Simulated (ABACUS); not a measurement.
Runs of ABACUS 3.10.1 on Ti. Symmetry: Im-3m, No. 229, cubic system. The conventional cell has a = 3.282 Å, b = 3.282 Å, c = 3.282 Å, α = 90.00°, β = 90.00°, γ = 90.00°. Ti (site symmetry m-3m) is surrounded by 8 Ti at 2.84 Å. This isn't the form of Ti at room conditions, which is hcp.

```csv
task,level,potentials or basis,cell,k mesh,cutoff (eV),SCF threshold on the density,eigensolver,symmetry key,orbital files,path,gap on the mesh (eV),pressure (GPa),relaxed volume (Å³/atom)
single point,PBEsol,"SSSP 1.3 efficiency PBE, plane waves",as given,9 × 9 × 9,748,1e-08,dav,1,-,-,none,(a),-
relaxation of cell and atoms,rPW86PBE,"SSSP 1.3 efficiency PBE, plane waves",relaxed,9 × 9 × 9,748,1e-08,dav,1,-,-,none,0.0,17.62
single point,rPW86PBE,"SSSP 1.3 efficiency PBE, plane waves",as given,9 × 9 × 9,748,1e-08,dav,1,-,-,none,-0.3,-
relaxation of cell and atoms,PBE,"PseudoDojo NC SR 0.5 PBE standard, TZDP LCAO (the cutoffs set its grid)",relaxed,10 × 10 × 10,1361,1e-07,genelpa,1,Ti Ti_confined-atom_7au_4s3p3d1f.orb,-,none,0.0,17.31
relaxation of cell and atoms,PBEsol,"SSSP 1.3 efficiency PBE, plane waves",relaxed,9 × 9 × 9,748,1e-08,dav,1,-,-,none,0.0,(b)
```

Alike in all rows: no spin polarisation; smearing fermi-dirac 0.05 eV.

Task: Fill in the values left out.

Result: (a) -6.5; (b) 16.58.

Caveats: the potentials were made for another functional, which shifts forces and pressure (some runs); the atomic orbitals were generated for these runs and aren't a published set (some runs); the basis of atomic orbitals isn't converged, which shifts pressures, moduli and gaps (some runs).

A gap of «none» marks a metal or a gap under the smearing width.
